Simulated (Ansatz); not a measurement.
Crystal: Ag.

```
Ag
1.0
     0.00000    1.89632    1.89632
     1.89632    0.00000    1.89632
     1.89632    1.89632    0.00000
Ag
1
Direct
  0.00000 0.00000 0.00000
```

The cell isn't the ideal one: volume scaled by 0.8.

* Program: Ansatz 0.2.0
* Task: relaxation of cell and atoms
* Functional: RPBE-LYP
* Potentials or basis: all-electron LAPW, inner shells corrected to Dirac's equation
* Basis error allowed: 0.0005 eV/atom
* k mesh: 11 × 11 × 11
* Occupations: fermi-dirac, width 0.01 eV
* Spin: collinear spin, ferromagnetic start
* Starting moments: [0.5] μB

At the start: volume 13.64 Å³/atom.

Task: How do energy, volume and symmetry change on relaxing?

Result: Over 6 steps the energy falls by 947.6 meV/atom and the volume is 20.47 Å³/atom (+50.1 %); space group Fm-3m (No. 225, to 0.05 Å); moment 0.00 μB per cell.

The path:
| step | energy change (eV) | largest force (eV/Å) | volume (Å³) |
| --- | --- | --- | --- |
| 1 | 0.0000 | 0.0000 | 13.64 |
| 2 | -0.6206 | 0.0000 | 15.73 |
| 3 | -0.8627 | 0.0000 | 17.72 |
| 4 | -0.9472 | 0.0000 | 20.27 |
| 5 | -0.9476 | 0.0000 | 20.47 |
| 6 | -0.9476 | 0.0000 | 20.47 |

Final structure:
```xyz
1
Lattice="0.0000 2.1712 2.1712 2.1712 0.0000 2.1712 2.1712 2.1712 0.0000" Properties=species:S:1:pos:R:3 pbc="T T T"
Ag    0.0000    0.0000    0.0000
```

Caveat: the starting moments weren't kept.
